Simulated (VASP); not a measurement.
# K: single point with PBE

Crystal: K.

```xyz
2
Lattice="4.7624 0.0000 0.0000 -2.3812 4.1244 0.0000 0.0000 0.0000 7.8300" Properties=species:S:1:pos:R:3 pbc="T T T"
K     0.0000    2.7496    1.9575
K     2.3812    1.3748    5.8725
```

This isn't the form of K at room conditions, which is bcc.

```json
{"Program": "VASP 6.6.1", "Task": "single point", "Functional": "PBE", "Potentials or basis": "VASP PAW PBE potentials, release 64 (K_sv)", "Cutoff": "520 eV", "k mesh": "6 × 6 × 4", "Occupations": "gaussian, width 0.1 eV", "Spin": "no spin polarisation"}
```

```yaml
Pressure: -0.1 GPa
Band_gap_on_the_k_mesh: none (metal or under the smearing width)
```

Stress tensor (GPa, compression positive):
```
-0.05  0.00  0.00
 0.00 -0.05  0.00
 0.00  0.00 -0.32
```

Levels at points of the mesh, in eV from the Fermi level:
```tsv
k point	band 5	band 6	band 7	band 8	band 9	band 10	band 11	band 12	band 13	band 14
(0.00, 0.00, 0.00)	-15.60	-15.59	-15.59	-15.59	-2.08	0.31	0.53	4.07	4.07	4.11
(0.50, 0.00, 0.00)	-15.62	-15.61	-15.60	-15.60	0.14	0.27	1.66	1.98	2.26	2.68
(0.00, 0.00, 0.50)	-15.60	-15.60	-15.60	-15.60	-1.40	-1.40	2.70	2.70	4.11	4.11
(0.50, 0.00, 0.50)	-15.61	-15.61	-15.61	-15.61	0.64	0.64	0.85	0.85	3.08	3.08
```

Run time: 35 s on 1 thread of Intel(R) Xeon(R) Platinum 8375C CPU @ 2.90GHz (Ice Lake) (shared host), peak memory 0.25 GiB.
